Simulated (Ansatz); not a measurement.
# TaSi2As4 bilayer (AB) in a perpendicular field, part 3 of 3

What dipole does a perpendicular field induce in the TaSi2As4 bilayer (AB)? A positive field points along +c.

Ansatz 0.2.0; plane-wave DFT, PBE-D3(BJ), Ansatz PAW.

So far. Step 7 (Atoms held, field -0.3 V/Å): The dipole is -0.473 e·Å.

## (8) Response, atoms held

This step: plane-wave DFT, PBE-D3(BJ), Ansatz PAW; response to a field along the normal, atoms held (Ansatz 0.2.0).

The dipoles give the slope, and the difference of two potentials shows where the field is screened.

Numbers from this step:

```yaml
equivalent_conductor_thickness_p_eps_0ae: 24.95 Å
distance_between_the_outer_atoms: 22.86 Å
```

Dipole of the cell against applied field:

| applied field (V/Å) | dipole of the cell (e·Å) |
| --- | --- |
| -0.300 | -0.473 |
| -0.100 | -0.158 |
| 0.000 | -2.1e-4 |
| 0.100 | 0.157 |
| 0.500 | 0.788 |

Local field over the applied field, running mean. From the potentials at -0.1 and 0.1 V/Å; running mean over 2.5 Å. Local field over applied field against z:

| z (Å) | local field over applied field |
| --- | --- |
| 5 | 0.994 |
| 6 | 0.954 |
| 7 | 0.763 |
| 8 | 0.417 |
| 9 | 0.113 |
| 10 | 0.0542 |
| 11 | 0.0737 |
| 12 | 0.0526 |
| 13 | 0.0275 |
| 14 | 0.00918 |
| 15 | 0.00195 |
| 16 | -0.00417 |
| 17 | -0.00402 |
| 18 | -3.6e-4 |
| 19 | 0.00121 |
| 20 | 0.00486 |
| 21 | 0.00503 |
| 22 | 5.3e-4 |
| 23 | -8.0e-4 |
| 24 | -0.00421 |
| 25 | -0.00513 |
| 26 | 0.00554 |
| 27 | 0.00922 |
| 28 | 0.0315 |
| 29 | 0.0602 |
| 30 | 0.0699 |
| 31 | 0.0540 |
| 32 | 0.143 |
| 33 | 0.468 |
| 34 | 0.804 |
| 35 | 0.965 |
| 36 | 0.995 |

The induced electron density oscillates, so the rows of the table below give means over windows of 2 Å about each position, cut where the curve ends. Its maxima inside the range that stand out by 2 % of the span (Å: e/Å³ per V/Å): 7.9: 0.00358, 11.1: 5.7e-4, 12.3: 6.8e-4, 14.0: 0.00103, 15.9: 1.2e-4, 17.6: 8.2e-5, 19.2: 7.0e-5, 21.0: 1.3e-4, 22.6: 9.6e-5, 24.1: 1.1e-4, 25.8: 1.4e-4, 27.4: 9.0e-4, 29.1: -1.5e-5, 30.6: 0.00147. Its minima: 10.2: -0.00147, 11.8: 1.3e-5, 13.5: -9.0e-4, 15.0: -1.4e-4, 16.7: -1.1e-4, 18.3: -9.3e-5, 19.9: -1.3e-4, 21.8: -6.5e-5, 23.3: -8.1e-5, 25.0: -1.3e-4, 26.8: -0.00105, 28.5: -6.9e-4, 29.8: -5.7e-4, 32.9: -0.00358.

Electrons, planar mean, per unit field. Induced electron density against z; means over each step:

z (Å), induced electron density (e/Å³ per V/Å) and a bar from the least value:
```
        6    0.00038 ###############
        8    0.00224 ##############################
       10   -0.00020 ##########
       12    0.00036 ###############
       14   -0.00002 ############
       16   -0.00001 ############
       18    0.00000 ############
       20   -0.00001 ############
       22    0.00003 ############
       24    0.00000 ############
       26   -0.00016 ##########
       28   -0.00004 ###########
       30    0.00024 ##############
       32   -0.00133 #
       34   -0.00145 
       36   -0.00006 ###########
```

By hand: between -0.1 and 0.1 V/Å the dipole changes by 0.3151 e·Å, a slope of 1.576 e·Å²/V. A perfect conductor of thickness t has p = ε₀AEt, so t = 180.95 × 1.576 / 11.430 = 24.95 Å (e/ε₀ = 180.95 V·Å, A in Å²).

The induced dipole is that of a conductor 24.95 Å thick.

## (9) A changed input

This step: plane-wave DFT, PBE-D3(BJ), Ansatz PAW (Ansatz 0.2.0).

A run with a changed input: it repeats the earlier run at 0.1 V/Å with scf.convergence.dr2_threshold from 1e-10 to 0.0001, total_charge to -1 and crystal.symmetry to detect: false.

File input.yaml:

```yaml
crystal:
  lattice:
    - [3.6329578002, 0.0, 0.0]
    - [-1.8164789001, 3.1462337459, 0.0]
    - [0.0, 0.0, 40.8581815492]
  atoms:
    - { symbol: As, position: [0.0, 0.0, 0.2202741204] }
    - { symbol: Si, position: [0.3333333333, 0.6666666667, 0.2471899006] }
    - { symbol: As, position: [0.3333333333, 0.6666666667, 0.3045644881] }
    - { symbol: Ta, position: [0.0, 0.0, 0.3422213078] }
    - { symbol: As, position: [0.3333333333, 0.6666666667, 0.3797225377] }
    - { symbol: Si, position: [0.3333333333, 0.6666666667, 0.4370751408] }
    - { symbol: As, position: [0.0, 0.0, 0.4639856297] }
    - { symbol: As, position: [0.3333333333, 0.6666666667, 0.5360267724] }
    - { symbol: Si, position: [0.6666666667, 0.3333333333, 0.5628638325] }
    - { symbol: As, position: [0.6666666667, 0.3333333333, 0.6202716476] }
    - { symbol: Ta, position: [0.3333333333, 0.6666666667, 0.6577834553] }
    - { symbol: As, position: [0.6666666667, 0.3333333333, 0.695431775] }
    - { symbol: Si, position: [0.6666666667, 0.3333333333, 0.7528065755] }
    - { symbol: As, position: [0.3333333333, 0.6666666667, 0.7797258796] }
  symmetry: { detect: false }
kpoints:
  mp_grid: { grid: [18, 18, 1] }
  band_path:
    path: [[0, 0, 0], [0.5, 0, 0], [0.33333333, 0.33333333, 0], [0, 0, 0]]
    npoints: 16
hamiltonian:
  xc: pbe
  dispersion: d3bj
scf:
  occupations: { method: fermi_dirac, width: 0.02585 }
  convergence: { dr2_threshold: 0.0001 }
efield:
  axis: 3
  dipole_correction: true
  ramp_position: 0.97
  ramp_width: 0.06
  amplitude: 0.1
output:
  write_potential: true
  write_density: true
  volumetric_format: npy
total_charge: -1
```

Command:

```console
$ ansatz run input.yaml --threads 4 --pin off --max-ram 12288MiB --backend cpu --events-out ev --progress --plain --runs-dir out
```

Numbers of over 12 decimals in the logs are rounded to 6 here.

The program printed:

```text
Error: efield: with total_charge ≠ 0 without external_charges — the saw-weighted dipole of a charged cell depends on the ramp position (the isolated-slab reference a dipole correction restores does not exist for a charged slab), so the field energy is ill-defined under the jellium convention; neutralise the cell or drop the efield: block, which crystal.periodic lets a charged slab do
```

Wall time 0.03 s (4 threads of Arm Neoverse V1, shared host); peak memory 0.032 GiB.

The program refused the input before any cycle.

The program's message: “Error: efield: with total_charge ≠ 0 without external_charges — the saw-weighted dipole of a charged cell depends on the ramp position (the isolated-slab reference a dipole correction restores does no …”

## (10) Varying the input

Another changed input: it repeats the earlier run at 0.1 V/Å with scf.occupations.width from 0.02585 removed and scf.occupations.method from fermi_dirac to tetrahedron.

Changes to input.yaml since step 9:

```diff
@@ -20,3 +20,2 @@
     - { symbol: As, position: [0.3333333333, 0.6666666667, 0.7797258796] }
-  symmetry: { detect: false }
 kpoints:
@@ -30,4 +29,4 @@
 scf:
-  occupations: { method: fermi_dirac, width: 0.02585 }
-  convergence: { dr2_threshold: 0.0001 }
+  occupations: { method: tetrahedron }
+  convergence: { dr2_threshold: 1.0e-10 }
 efield:
@@ -42,2 +41 @@
   volumetric_format: npy
-total_charge: -1
```

The program printed:

```text
[...]
Crystal: 14 atoms, lattice volume = 467.015 Å³
Basis set: ecut = 420 eV, 9017 PW (Γ)
Bands: 98, of which v1, the nominal top of the filled ones, is band 81 counted from 1 (80 counted from 0)
Symmetry: 6 space group operations
[...]
k-points: 37 of 324 (time reversal used)
[...]
SCF iter   1: F=—  HF=-61265.046852 eV  |F-HF|=—  |Δ(HF+E_count)|=         —  Δρ=2.98e-2  dr2=6.36e0  ethr=3.10e-3  p=0.160 e·Å  D=6.20e-2 V/Å  ΔV_dip=-2.53 eV  dr2_dipole=3.92e-3  V_vac-E_F(+/−)=7.22/5.98 eV  ⟨swp⟩=7.6  Hψ=15286  notcnv=0  defer=55
[...]
SCF iter  30: F=-61263.875072 eV  HF=-61263.875072 eV  |F-HF|=1.02e-10  |Δ(HF+E_count)|=   3.75e-9  Δρ=4.98e-8  dr2=2.78e-11  ethr=1.00e-12  p=0.157 e·Å  D=6.10e-2 V/Å  ΔV_dip=-2.49 eV  dr2_dipole=1.00e-12  V_vac-E_F(+/−)=5.55/4.27 eV  ⟨swp⟩=7.8  Hψ=12691  notcnv=0
SCF 1 converged in 30 iterations: F = -61263.875072 eV  dr2 = 2.78e-11
[...]
SCF converged after 30 iterations
Stability not checked: this state was not tested for a lower state beside it, because cold or Methfessel-Paxton smearing, or corrected tetrahedra, fill the levels in a way that the test cannot read (fill_not_monotonic; see scf.lower_state_search)
Free energy (F): -61263.875072 eV
[...]
Internal energy: -61263.875070 eV  (E = F + TS)
E sigma→0 (E₀):  -61263.875072 eV
Entropy (-TS):   -0.000002 eV (-0.000 meV/atom)
Fermi energy:    4.300152 eV
Dipole field:    D = 0.060979 V/Å  (p = 0.157380 e·Å, saw-weighted, corrected)
Work function:   not extracted (applied field tilts the vacuum); planar V_es + V_field profile in the machine report
[...]
--- Band table (eV; the first three rows and the last of 37) ---
  k-point 0: bands = [... 77 lower, 4.0255, 4.0454, 4.0454, 4.5246, 4.9780, 6.5838, 6.6153, 6.6918, ... 13 higher]
  k-point 1: bands = [... 77 lower, 3.9597, 3.9603, 3.9805, 4.5733, 4.9472, 6.8320, 6.8641, 6.9151, ... 13 higher]
  k-point 2: bands = [... 77 lower, 3.7841, 3.8064, 3.8107, 4.5813, 4.8201, 6.6589, 6.7429, 6.7844, ... 13 higher]
  k-point 36: bands = [... 77 lower, 2.5917, 3.3992, 3.4288, 5.0202, 5.0581, 5.7164, 5.8731, 5.9930, ... 13 higher]
```

Elapsed: 3 min, on 4 threads; peak memory 2.3 GiB; 12 min of CPU time.

This step gave:

| Property | Result |
| --- | --- |
| dipole along the normal | 0.1574 e·Å |

The electronic bands at the labelled points (eV, zero at the Fermi level):

| point | band 77 | band 78 | band 79 | band 80 | band 81 | band 82 | band 83 | band 84 |
| --- | --- | --- | --- | --- | --- | --- | --- | --- |
| Γ | -0.27 | -0.27 | -0.25 | -0.25 | 0.22 | 0.68 | 2.28 | 2.32 |
| halfway | -1.11 | -1.04 | -1.02 | -0.95 | -0.12 | -0.08 | 1.64 | 1.85 |
| M | -1.71 | -1.64 | -0.66 | -0.63 | -0.31 | -0.29 | 1.20 | 1.35 |
| halfway | -1.75 | -1.56 | -1.20 | -1.06 | 0.14 | 0.17 | 1.62 | 1.74 |
| K | -1.75 | -1.71 | -0.90 | -0.87 | 0.72 | 0.76 | 1.42 | 1.57 |
| halfway | -1.22 | -1.12 | -1.08 | -0.93 | -0.07 | -0.05 | 2.18 | 2.19 |
| Γ | -0.27 | -0.27 | -0.25 | -0.25 | 0.22 | 0.68 | 2.28 | 2.32 |

| quantity | this run | earlier run | difference |
| --- | --- | --- | --- |
| dipole along the normal (e·Å) | 0.1574 | 0.1574 | 2.4e-5 |

The dipole moves by under 0.5 % or 5e-5 e·Å. The run took 30 SCF cycles against 13.

Of the bands kept, 2 cross the Fermi level on this path.

## (11) Results

* gap without field: none
* work function, upper face: 4.94 eV
* equivalent conductor thickness, atoms held: 24.9 Å

What this shows: The induced dipole equals that of a perfect conductor 24.95 Å thick, while the outer atoms lie 22.86 Å apart. There is no gap over 0.03 eV, with or without the field. The first relaxation ran with spin and lost its moment, and the later runs have none; other magnetic states were not tried. Spin-orbit coupling is left out, which matters for the bands of elements this heavy. The outer anions sit over the metal atoms, one of several polytypes of such layers and not the lowest for every compound.

[Logs are printed without paths, hosts, clocks, repeated set-up lines and the standing remarks that a program may print on its own settings, such as how far it seeks lower states.]

[Hosts, paths, dates, database ids (printed as entryN), source tags and the programs' standing remarks are cut or masked in the printed files.]

[Maps of the electrostatic potential energy from Ansatz leave out the sawtooth potential of an applied field or a dipole correction, so their vacuum need not be flat; planar profiles and work functions include it.]
